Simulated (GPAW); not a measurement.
Crystal: LiF (Griceite).

```
F Li
1.0
     0.00000    2.01400    2.01400
     2.01400    0.00000    2.01400
     2.01400    2.01400    0.00000
F Li
1 1
Direct
  0.50000 0.50000 0.50000
  0.00000 0.00000 0.00000
```

Base run:

* Program: GPAW 26.7.0
* Functional: PBEint
* Potentials or basis: PAW data sets generated in the run's folder for this functional
* Cutoff: 800 eV
* Basis: pw
* k mesh: 11 × 11 × 11
* Occupations: fermi-dirac, width 0.05 eV
* Spin: no spin polarisation

Its results: band gap on the k mesh 8.98 eV, direct; pressure -0.1 GPa.

The run is repeated on the same cell with these changes: functional from PBEint to PBE; potentials or basis from PAW data sets generated in the run's folder for this functional to GPAW PAW data sets (gpaw-data 1.2.1). What comes out?

Band gap on the k mesh 9.07 eV, direct; pressure 2.0 GPa.

Caveats: an odd mesh through Γ misses points on the zone boundary, where band edges often lie (some runs).
